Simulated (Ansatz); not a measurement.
`CC(=O)[O][SnH3]` and `CC(=O)O` differ in one atom or group.

Ansatz, PBE0-D4/def2-TZVP geometries, multiplicity 1. Each molecule was computed in one conformer, which needn't be the lowest. `CC(=O)[O][SnH3]` holds a close contact that its SMILES doesn't draw: Sn···O 2.65 Å.

Elements past krypton have def2 core potentials.

```tsv
property	`CC(=O)[O][SnH3]`
HOMO energy (PBE/def2-TZVPP) / eV	-6.43
LUMO energy (PBE0/def2-TZVPP) / eV	-0.48
HOMO–LUMO gap (ωB97M-V/def2-TZVPP) / eV	11.38
size of the dipole moment (PBE/def2-TZVPP) / D	0.90
size of the dipole moment (B3LYP/def2-TZVPP) / D	0.93
HOMO energy (B3LYP/def2-TZVPP) / eV	-7.78
```

Task: What does the change do to each property? (Estimate.)

Result: Ansatz gave: 
```json
{"property": "HOMO energy (PBE/def2-TZVPP) / eV", "`CC(=O)O`": "-6.43", "shift": "0.00"}
{"property": "LUMO energy (PBE0/def2-TZVPP) / eV", "`CC(=O)O`": "0.25", "shift": "0.73"}
{"property": "HOMO–LUMO gap (ωB97M-V/def2-TZVPP) / eV", "`CC(=O)O`": "13.02", "shift": "1.64"}
{"property": "size of the dipole moment (PBE/def2-TZVPP) / D", "`CC(=O)O`": "1.69", "shift": "0.79"}
{"property": "size of the dipole moment (B3LYP/def2-TZVPP) / D", "`CC(=O)O`": "1.75", "shift": "0.82"}
{"property": "HOMO energy (B3LYP/def2-TZVPP) / eV", "`CC(=O)O`": "-7.88", "shift": "-0.10"}
```

With PBE0 the HOMO falls by 0.10 eV and the LUMO rises by 0.73 eV, so the gap widens by about 0.83 eV. PBE moves the HOMO by 0.00 eV and ωB97M-V by -0.17 eV. The zero-point energy changes by -26.1 kJ/mol with -9 modes. Dipoles are sizes alone; their direction can turn.

B3LYP here is the variant with VWN-RPA as its local correlation; programs differ in this.

Positive LUMOs are unbound, so they and the gaps depend on the basis.
